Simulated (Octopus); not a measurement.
BeS under changes of volume

One of the cells (14.261 Å³/atom); the others are scaled copies at fixed shape and fractional positions:

```xyz
2
Lattice="0.0000 2.4250 2.4250 2.4250 0.0000 2.4250 2.4250 2.4250 0.0000" Properties=species:S:1:pos:R:3 pbc="T T T"
S     3.6375    3.6375    3.6375
Be    0.0000    0.0000    0.0000
```

```yaml
Program: Octopus 16.4
Functional: PBEsol
Potentials_or_basis: pseudodojo_pbesol (PseudoDojo 0.4, PBEsol)
Grid_spacing: 0.127 Å
k_mesh: 9 × 9 × 9
Occupations: fermi-dirac, width 0.05 eV
Spin: no spin polarisation
```

```tsv
volume (Å³/atom)	energy over the lowest point (meV/atom)	gap on the mesh (eV)
13.405	12.73	2.89
13.690	4.21	2.94
13.975	0.26	2.98
14.261	0.00	3.03
14.546	?	?
14.831	9.29	3.11
15.116	18.48	3.14
```

Question: What does the run at 14.546 Å³/atom give?

Answer: Energy over the lowest point 2.87 meV/atom; gap on the mesh 3.07 eV.

Worked out: A Birch-Murnaghan fit of order 3 (a polynomial in V^(-2/3)) to the other rows has its minimum at 14.14 Å³/atom with B0 = V·E''(V) = 100 GPa and B' = 4.3. It gives 3.11 meV/atom at 14.546 Å³/atom, against the run's 2.87. A straight line through the other rows of the gap, of slope 2.1 eV per unit of ln V, gives 3.07 eV, against the run's 3.07.

Energies are extrapolated to zero smearing.

Caveats: an odd mesh through Γ misses points on the zone boundary, where band edges often lie.
